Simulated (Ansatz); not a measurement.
# GeS: the band gap up the ladder of functionals

An exercise on one series of results from a longer session: the logs are not shown, and one member is left open.

Code: Ansatz 0.2.0. PAW datasets, plane waves. (Simulation; spin polarisation is off.)

## The system as given

The cell was relaxed beforehand with r2SCAN+rVV10.

Space group Pnma (No. 62), orthorhombic; conventional cell a = 10.608 Å, b = 3.608 Å, c = 4.422 Å, 21.16 Å³ an atom. Around Ge lie 3 S at 2.42–2.44 Å; around S lie 3 Ge at 2.42–2.44 Å.

The structure in full:

```
CELL_PARAMETERS angstrom
10.60781 0.00000 0.00000
0.00000 3.60810 0.00000
0.00000 0.00000 4.42234
ATOMIC_POSITIONS crystal
Ge 0.12508 0.25000 0.12823
Ge 0.37492 0.75000 0.62823
Ge 0.62508 0.25000 0.37177
Ge 0.87492 0.75000 0.87177
S 0.84723 0.25000 0.51187
S 0.65277 0.75000 0.01187
S 0.34723 0.25000 0.98813
S 0.15277 0.75000 0.48813
```

Set-up of the first run:

input.yaml

```yaml
crystal:
  lattice:
    - [10.6078054202, 0.0, 0.0]
    - [0.0, 3.6081036216, 0.0]
    - [0.0, 0.0, 4.4223352564]
  atoms:
    - { symbol: Ge, position: [0.1250788433, 0.25, 0.1282278303] }
    - { symbol: Ge, position: [0.3749211567, 0.75, 0.6282278303] }
    - { symbol: Ge, position: [0.6250788433, 0.25, 0.3717721697] }
    - { symbol: Ge, position: [0.8749211567, 0.75, 0.8717721697] }
    - { symbol: S, position: [0.8472275933, 0.25, 0.5118733973] }
    - { symbol: S, position: [0.6527724067, 0.75, 0.0118733973] }
    - { symbol: S, position: [0.3472275933, 0.25, 0.9881266027] }
    - { symbol: S, position: [0.1527724067, 0.75, 0.4881266027] }
kpoints:
  mp_grid: { grid: [4, 8, 6] }
  band_path:
    path:
      - [[0.0, 0.0, 0.0], [0.5, 4.494652914045e-35, -1.72694533191e-34], [0.5, 0.5, 1.789232443365e-34], [1.063263359134e-50, 0.5, 3.516177775275e-34], [0.0, 0.0, 0.0], [-4.625068114392e-50, 3.500025188945e-50, 0.5], [0.5, 4.494652914045e-35, 0.5], [0.5, 0.5, 0.5], [-4.625068114392e-50, 0.5, 0.5], [-4.625068114392e-50, 3.500025188945e-50, 0.5]]
      - [[0.5, 4.494652914045e-35, -1.72694533191e-34], [0.5, 4.494652914045e-35, 0.5]]
      - [[1.063263359134e-50, 0.5, 3.516177775275e-34], [-4.625068114392e-50, 0.5, 0.5]]
      - [[0.5, 0.5, 1.789232443365e-34], [0.5, 0.5, 0.5]]
    npoints: 10
hamiltonian:
  xc: pbe
scf:
  occupations: { method: fermi_dirac, width: 0.02 }
  n_extra_bands: 6
output:
  forces: true
  stress: true
  eigenvalues: true
```

Launch:

```sh
$ ansatz run input.yaml --threads 4 --pin off --max-ram 7372MiB --backend cpu --events-out ev --progress --plain --runs-dir out
```

Steps of the session up to this table: PBE band path; r2SCAN at the same geometry; HSE06 at the same geometry; PBE+SOC; Single point with PBE0; Single point with LDA; DDH-PBE0; r2SCANh.

One table of the session follows, with a row left open; its other results are not shown here.

| level | gap (eV) |
| --- | --- |
| PBE | 1.10 |
| r2SCAN | 1.30 |
| HSE06 | 1.69 |
| PBE+SOC | 1.10 |
| PBE0 | 2.36 |
| LDA | 1.01 |
| DDH-PBE0 | 1.52 |
| r2SCANh | ? |

Q: Estimate the row for r2SCANh from the others.

**Answer.** gap (eV): 1.77. In the column «gap (eV)» it lies between HSE06 (1.69) and PBE0 (2.36).

Meshes: PBE 4×8×6, r2SCAN 4×8×6, HSE06 2×4×4, PBE+SOC 4×8×6, PBE0 2×4×4, LDA 4×8×6, DDH-PBE0 2×4×4, r2SCANh 2×4×4

PBE reaches 65 % of the HSE06 value, and r2SCAN 77 %. PBE0 lies 0.67 eV above HSE06, which differs from it by screening the long-range exchange.

Caveats from the session: Warnings in the runs' records: stress exchange threshold loose, stress scf threshold loose.
